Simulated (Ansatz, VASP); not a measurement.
**GaS2 in VASP and in Ansatz**

INCAR

```
SYSTEM = GaS2
PREC = Accurate ; ENCUT = 520
EDIFF = 1E-7 ; ISMEAR = 0
SIGMA = 0.1 ; LREAL = .FALSE.
LASPH = .TRUE. ; NELM = 60
ALGO = Normal ; ISIF = 2
LWAVE = .FALSE. ; LCHARG = .FALSE.
LDIPOL = .TRUE. ; IDIPOL = 3
DIPOL = 0.5 0.5 0.500 ; GGA = PE
NBANDS = 20
```

Contents of KPOINTS:

```
regular mesh
0
G
  6 6 1
  0 0 0
```

The input POSCAR:

```
GaS2
1.0
    2.5704030200      0.0000000000      0.0000000000
    0.0000000000      2.5704030200      0.0000000000
    0.0000000000      0.0000000000     19.0000000000
Ga S
1 2
Direct
    0.0000000000      0.0000000000      0.5000000000
    0.0000000000      0.0000000000      0.6142488700
    0.0000000000      0.0000000000      0.3857511300
```

Input for Ansatz:

```yaml
crystal:
  lattice:
    - [2.57040302, 0.0, 0.0]
    - [0.0, 2.57040302, 0.0]
    - [0.0, 0.0, 19.0]
  atoms:
    - { symbol: Ga, position: [0.0, 0.0, 0.5] }
    - { symbol: S, position: [0.0, 0.0, 0.61424887] }
    - { symbol: S, position: [0.0, 0.0, 0.38575113] }
  periodic: [true, true, false]
basis:
  ecutwfc: 420
kpoints:
  mp_grid: { grid: [6, 6, 1] }
hamiltonian:
  xc: pbe
scf:
  occupations: { method: gaussian, width: 0.1 }
  lower_state_search: "off"
output:
  forces: true
  stress: true
  eigenvalues: true
```

Change from the starting cell: species swapped into a sheet of the Te2Au type.

Alike in both runs: task single point; functional PBE; k mesh 6 × 6 × 1; occupations gaussian, width 0.1 eV; no spin polarisation.

|  | VASP | Ansatz |
| --- | --- | --- |
| version | VASP 6.6.1 | Ansatz 0.2.0 |
| potentials or method | VASP PAW PBE potentials, release 64 (Ga_d, S) | scalar-relativistic, plane waves, PAW |
| plane-wave cutoff (eV) | 520 | 420 |
| valence electrons in the cell | 25 | 25 |

|  | VASP | Ansatz | Ansatz less VASP |
| --- | --- | --- | --- |
| gap on the k mesh at the Fermi level (eV) | none | none | - |
| rms of the force components (eV/Å) | 1.312 | 1.322 | +0.0095 |

Atom by atom the forces differ by 0.009 eV/Å (rms over components). A gap of «none» marks a metal or a gap that the smearing closes. Ansatz warned: «slab_cell_height_set».

Caveats: the k mesh is coarse (spacing up to 0.41 Å⁻¹), so the values aren't converged.
